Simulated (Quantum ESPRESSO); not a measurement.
**RbCl: dielectric tensor and Born charges under several settings**

```
CELL_PARAMETERS angstrom
0.00000 3.27400 3.27400
3.27400 0.00000 3.27400
3.27400 3.27400 0.00000
ATOMIC_POSITIONS crystal
Rb 0.00000 0.00000 0.00000
Cl 0.50000 0.50000 0.50000
```

All runs used Quantum ESPRESSO 7.5; k mesh 6 × 6 × 6, shifted; given cell; no spin polarisation; occupations smeared at first, fixed for the response.

```csv
level,potentials,cutoff (eV),pressure (GPa),ε∞ (diagonal),Born charge of atom 1 (e)
LDA,PseudoDojo 0.4.1 SR LDA standard,762,-1.4,2.43,1.16
PBE,PseudoDojo 0.4.1 SR PBE standard,789,1.1,2.35,1.16
PBEsol,PseudoDojo 0.4.1 SR PBEsol standard,789,0.0,2.39,1.17
WC,PseudoDojo 0.4.1 SR PBE standard,789,0.1,2.38,1.17
BLYP,PseudoDojo 0.4.1 SR PBE standard,789,?,?,?
AM05,PseudoDojo 0.4.1 SR PBE standard,789,0.8,2.36,1.17
```

Q: What stands in the row left open?

A: Pressure 2.0 GPa; ε∞ 2.35; Born charge of atom 1 1.16 e.

Caveats: the potentials were made for another functional, which shifts forces and pressure (some runs).

For the row left open. Caveat: the potentials were made for another functional, which shifts forces and pressure.
